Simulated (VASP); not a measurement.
The system is MoSe2.

```
Mo Se
1.0
     3.28800    0.00000    0.00000
    -1.64400    2.84749    0.00000
     0.00000    0.00000   12.90000
Mo Se
2 4
Direct
  0.66667 0.33333 0.75000
  0.33333 0.66667 0.25000
  0.66667 0.33333 0.37500
  0.33333 0.66667 0.87500
  0.66667 0.33333 0.12500
  0.33333 0.66667 0.62500
```

```yaml
Program: VASP 6.6.1
Task: relaxation of cell and atoms
Functional: PBE
Dispersion: TS
Potentials_or_basis: VASP PAW PBE potentials, release 64 (Mo_sv, Se)
Cutoff: 600 eV
k_mesh: 9 × 9 × 2
Occupations: fermi-dirac, width 0.05 eV
Spin: no spin polarisation
```

At the start: pressure 5.5 GPa; volume 20.13 Å³/atom.

Question: How do energy, volume and symmetry change on relaxing?

Answer: Over 19 steps the energy falls by 24.2 meV/atom and the volume is 20.01 Å³/atom (-0.6 %); space group P6_3/mmc (No. 194, to 0.05 Å).

The path:
| step | energy change (eV) | largest force (eV/Å) | pressure (GPa) | volume (Å³) |
| --- | --- | --- | --- | --- |
| 1 | 0.0000 | 1.1167 | 5.46 | 120.78 |
| 2 | 0.2789 | 1.4596 | -9.75 | 133.14 |
| 3 | -0.1247 | 0.0480 | -1.00 | 125.00 |
| 4 | -0.1249 | 0.1139 | -0.60 | 124.70 |
| 5 | -0.1248 | 0.1318 | -0.49 | 124.63 |
| 6 | -0.1317 | 0.0817 | -0.09 | 123.67 |
| 7 | -0.1321 | 0.0730 | -0.02 | 123.50 |
| 8 | -0.1322 | 0.0551 | 0.14 | 123.15 |
| 9 | -0.1323 | 0.0671 | 0.02 | 123.38 |
| 10 | -0.1337 | 0.0310 | -0.17 | 123.31 |
| 11 | -0.1358 | 0.0541 | -0.66 | 123.14 |
| 12 | -0.1361 | 0.0534 | -0.65 | 123.08 |
| 13 | -0.1369 | 0.0494 | -0.63 | 122.91 |
| 14 | -0.1385 | 0.0427 | -0.54 | 122.55 |
| 15 | -0.1412 | 0.0290 | -0.39 | 121.85 |
| 16 | -0.1446 | 0.0014 | -0.05 | 120.44 |
| 17 | -0.1449 | 0.0074 | 0.08 | 119.94 |
| 18 | -0.1449 | 0.0067 | 0.05 | 120.01 |
| 19 | -0.1449 | 0.0003 | 0.01 | 120.05 |

Final structure:
```
Mo Se
1.0
     3.29284    0.00000    0.00000
    -1.64642    2.85168    0.00000
     0.00000    0.00000   12.78468
Mo Se
2 4
Direct
  0.66667 0.33333 0.75000
  0.33333 0.66667 0.25000
  0.66667 0.33333 0.38072
  0.33333 0.66667 0.88072
  0.66667 0.33333 0.11928
  0.33333 0.66667 0.61928
```
